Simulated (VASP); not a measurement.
Wanted: the native input for a VASP 6.6.1 run.

```
Task                   : single point
Functional             : PBEsol
Potentials or basis    : VASP PAW PBE potentials, release 64 (K_sv)
Cutoff                 : 520 eV
k mesh                 : 8 × 8 × 8
Occupations            : fermi-dirac, width 0.1 eV
Spin                   : no spin polarisation
Dipole correction      : no
Further INCAR settings : ALGO = Normal; EDIFF = 1e-07; NBANDS = 10
```

The structure of K lies in POSCAR:

```
K
1.0
    4.1973445970      0.0000000000      0.0000000000
    0.0000000000      4.1973445970      0.0000000000
    0.0000000000      0.0000000000      4.1973445970
K
1
Direct
    0.0000000000      0.0000000000      0.0000000000
```

This isn't the form of K at room conditions, which is bcc.

One way to write it, as run:

INCAR

```
  PREC = Accurate
  ENCUT = 520
  EDIFF = 1E-7
  ISMEAR = -1
  SIGMA = 0.1
  LREAL = F
  LASPH = T
  NELM = 100
  ALGO = Normal
  ISIF = 2
  LWAVE = F
  LCHARG = F
  GGA = PS
  NBANDS = 10
```

KPOINTS

```
Automatic mesh
0
Gamma
  8 8 8
```

Potentials or basis: VASP PAW PBE potentials, release 64 (K_sv).

Launch:

```bash
$ cat potpaw_PBE.64/K_sv/POTCAR > POTCAR
$ mpirun -np 1 vasp_std > vasp.out
```

Results of the run:

- Pressure: 0.1 GPa
- Band gap on the k mesh: none (metal or under the smearing width)

Caveat: the PAW data sets were made with another functional, which shifts forces and pressure a little.

It took 20 s on 1 thread of Intel(R) Xeon(R) Platinum 8488C (Sapphire Rapids), with other jobs on the host, peak memory 0.17 GiB.
